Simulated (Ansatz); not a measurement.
**PbF₂ in the fluorite structure**

Level of theory: DFT, r²SCAN, scalar-relativistic, no spin polarisation; plane waves to 500 eV with PAW datasets (Ansatz 0.2.0), 8×8×8 k-mesh, Gaussian smearing of 0.05 eV. The datasets are Ansatz's generated set soft_2.

```
Pb F
1.0
     0.00000    2.96046    2.96046
     2.96046    0.00000    2.96046
     2.96046    2.96046    0.00000
Pb F
1 2
Direct
  0.00000 0.00000 0.00000
  0.25000 0.25000 0.25000
  0.75000 0.75000 0.75000
```

The start was a prototype's sites filled with these elements; the Crystallography Open Database holds the compound in this structure.

The cell is relaxed to zero pressure at this level.

Elastic constants come from the stress of slightly strained cells with relaxed atoms, in GPa, Voigt order xx, yy, zz, yz, xz, xy in the Cartesian frame of the vectors above.

```
113.4  59.3  59.3   0.0   0.0   0.0
 59.3 113.4  59.3   0.0   0.0   0.0
 59.3  59.3 113.4   0.0   0.0   0.0
  0.0   0.0   0.0  23.2   0.0   0.0
  0.0   0.0   0.0   0.0  23.2   0.0
  0.0   0.0   0.0   0.0   0.0  23.2
```

Task: Work out the Voigt, Reuss and Hill moduli.

Result: Voigt: K = (C11 + C22 + C33 + 2(C12 + C13 + C23))/9 = 77 GPa, G = (C11 + C22 + C33 − C12 − C13 − C23 + 3(C44 + C55 + C66))/15 = 25 GPa. Reuss, from the compliances S = C⁻¹: K = 77 GPa, G = 25 GPa. Hill means: K = 77 GPa, G = 25 GPa.

Task: And Young's modulus, Poisson's ratio, Pugh's ratio and the anisotropy?

Result: E = 9KG/(3K + G) = 67 GPa, ν = (3K − 2G)/(6K + 2G) = 0.36, K/G = 3.13 (over the 1.75 that Pugh's rule, made for metals, takes as the line between brittle and ductile), universal anisotropy index 5G_V/G_R + K_V/K_R − 6 = 0.03. The eigenvalues of C are 23, 23, 23, 54, 54, 232 GPa, all positive.

Task: What sound velocities and Debye temperature follow for a polycrystal?

Result: With a density of 7.846 g/cm³ (mean mass 81.7 u, 17.30 Å³/atom), K = 77.3 and G = 24.65 GPa from the unrounded constants, v_l = √((K + 4G/3)/ρ) = 3750 m/s and v_t = √(G/ρ) = 1770 m/s. The mean [(1/v_l³ + 2/v_t³)/3]^(−1/3) is 1990 m/s, and θ_D = (ħ/k_B)(6π²/V)^(1/3) v_m ≈ 230 K, with V the volume an atom. This is the low-temperature, elastic estimate.

For a cubic crystal three numbers say it all: C11 = 113.4, C12 = 59.3, C44 = 23.2 GPa. K = (C11 + 2C12)/3 = 77.3 GPa. The two shear moduli are C44 and C′ = (C11 − C12)/2 = 27.1 GPa, so Zener's ratio C44/C′ is 0.86: nearly isotropic. The Cauchy pressure C12 − C44 is 36 GPa; pair forces would make it zero if every atom sat on a centre of inversion, which isn't so here, so internal relaxation also enters.

The equation of state, an independent route, gives B0 = 77 GPa, against 77 GPa here.

Cost: 42 s on 4 threads of Arm Neoverse N1, on a shared host, peak memory 0.56 GiB.

 Spin–orbit coupling, which matters for such heavy elements, is left out.
